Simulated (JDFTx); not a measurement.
**BaS under changes of volume**

One of the cells (32.576 Å³/atom); the others are scaled copies at fixed shape and fractional positions:

```
Ba S
1.0
     0.00000    3.19375    3.19375
     3.19375    0.00000    3.19375
     3.19375    3.19375    0.00000
Ba S
1 1
Direct
  0.00000 0.00000 0.00000
  0.50000 0.50000 0.50000
```

```yaml
Program: JDFTx 1.7.0 (patched build)
Functional: PBEsol
Potentials_or_basis: PseudoDojo-SR-PBEsol-0.4.1-standard with smoothed tails
Cutoff: 707 eV
Density_cutoff: 5660 eV
k_mesh: 7 × 7 × 7
Occupations: fermi-dirac, width 0.05 eV
Spin: no spin polarisation
```

| volume (Å³/atom) | energy over the lowest point (meV/atom) | pressure (GPa) | gap on the mesh (eV) |
| --- | --- | --- | --- |
| 30.622 | 8.53 | 2.1 | 1.97 |
| 31.273 | 2.11 | 1.0 | 2.01 |
| 31.925 | 0.00 | 0.0 | 2.05 |
| 32.576 | ? | ? | ? |
| 33.228 | 6.90 | -1.7 | 2.11 |
| 33.879 | 15.13 | -2.4 | 2.14 |
| 34.531 | 26.11 | -3.0 | 2.17 |

Problem. What does the run at 32.576 Å³/atom give?

Solution. Energy over the lowest point 1.73 meV/atom; pressure -0.9 GPa; gap on the mesh 2.08 eV.

Worked out: A Birch-Murnaghan fit of order 3 (a polynomial in V^(-2/3)) to the other rows has its minimum at 31.94 Å³/atom with B0 = V·E''(V) = 46 GPa and B' = 4.6. It gives 1.73 meV/atom at 32.576 Å³/atom, against the run's 1.73, and -dE/dV = -0.9 GPa, against -0.9. A straight line through the other rows of the gap, of slope 1.64 eV per unit of ln V, gives 2.08 eV, against the run's 2.08.

Energies are extrapolated to zero smearing.

Caveats: this release of the barium file is off; spin-orbit coupling is left out, which moves the levels of the heavy elements; an odd mesh through Γ misses points on the zone boundary, where band edges often lie.
